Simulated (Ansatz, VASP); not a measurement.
## Two plane-wave programs on Si

File POSCAR:

```
Si
1.0
    0.0000000000      2.7220959923      2.7220959923
    2.7220959923      0.0000000000      2.7220959923
    2.7220959923      2.7220959923      0.0000000000
Si
2
Direct
    0.7500000000      0.7500000000      0.7500000000
    0.5000000000      0.5000000000      0.5000000000
```

Contents of INCAR.step1:

```
PREC = Accurate
ENCUT = 520
ISMEAR = 0
SIGMA = 0.02
LREAL = False
LASPH = True
NELM = 100
NBANDS = 11
GGA = PE
ALGO = Normal
EDIFF = 1E-4
LWAVE = True
LCHARG = False
```

The input INCAR.step2:

```
PREC = Accurate
ENCUT = 520
EDIFF = 1E-6
ISMEAR = 0
SIGMA = 0.02
LREAL = False
LASPH = True
NELM = 100
ALGO = Normal
ISIF = 2
LWAVE = False
LCHARG = True
METAGGA = R2SCAN
LMIXTAU = True
LELF = True
LVHAR = True
NBANDS = 11
ISTART = 1
```

The input KPOINTS:

```
regular mesh
0
Gamma
  10 10 10
```

Input for Ansatz:

```yaml
crystal:
  lattice:
    - [0.0, 2.7220959923, 2.7220959923]
    - [2.7220959923, 0.0, 2.7220959923]
    - [2.7220959923, 2.7220959923, 0.0]
  atoms:
    - { symbol: Si, position: [0.75, 0.75, 0.75] }
    - { symbol: Si, position: [0.5, 0.5, 0.5] }
basis:
  ecutwfc: 500
kpoints:
  mp_grid: { grid: [10, 10, 10] }
  band_path: { path: [VBM, CBM], npoints: 2 }
hamiltonian:
  xc: r2scan
scf:
  occupations: { method: gaussian, width: 0.02 }
output:
  forces: false
  stress: false
  eigenvalues: true
checkpoint:
  read: start.run
  write: ck
  compress: false
  write_wavefunctions: false
  write_every: 100000
```

Alike in both runs: task single point; functional r2SCAN; k mesh 10 × 10 × 10; occupations gaussian, width 0.02 eV; no spin polarisation.

|  | VASP | Ansatz |
| --- | --- | --- |
| version | VASP 6.6.1 | Ansatz 0.2.0 |
| potentials or method | VASP PAW PBE potentials, release 64 (Si) | scalar-relativistic, plane waves, PAW |
| plane-wave cutoff (eV) | 520 | 500 |
| valence electrons in the cell | 8 | 8 |

```tsv
	VASP	Ansatz	Ansatz less VASP
gap on the k mesh at the Fermi level (eV)	0.79	0.78	-0.015
least direct gap on the mesh (eV)	2.75	2.74	-0.016
```

With one functional, cell and mesh, what is left measures potentials, basis and numerics.

 A k mesh can miss the band edges. r2SCAN opens gaps a little over a GGA but as a rule still falls short of measured ones.
